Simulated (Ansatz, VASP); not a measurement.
**MgB2: VASP beside Ansatz**

```xyz
3
Lattice="3.1055 0.0000 0.0000 -1.5528 2.6895 0.0000 0.0000 0.0000 3.6521" Properties=species:S:1:pos:R:3 pbc="T T T"
Mg    0.0000    0.0000    0.0000
B     0.0000    1.7930    1.8261
B     1.5528    0.8965    1.8261
```

Alike in both runs: task single point; functional PBEsol; k mesh 15 × 15 × 12; occupations gaussian, width 0.1 eV; no spin polarisation.

|  | VASP | Ansatz |
| --- | --- | --- |
| version | VASP 6.6.1 | Ansatz 0.2.0 |
| potentials or method | VASP PAW PBE potentials, release 64 (Mg, B) | scalar-relativistic, plane waves, PAW |
| plane-wave cutoff (eV) | 520 | 420 |
| valence electrons in the cell | 8 | 16 |

```tsv
	VASP	Ansatz	Ansatz less VASP
gap on the k mesh at the Fermi level (eV)	none	none	-
pressure (GPa)	-8.6	-8.5	+0.06
largest component of the traceless stress (GPa)	2.65	2.49	-0.164
```

A gap of «none» marks a metal or a gap that the smearing closes. With one functional, cell and mesh, what is left measures potentials, basis and numerics. The two sets of potentials don't hold the same shells in valence.

Caveats: the PAW data sets were made with another functional, which shifts forces and pressure a little (VASP).
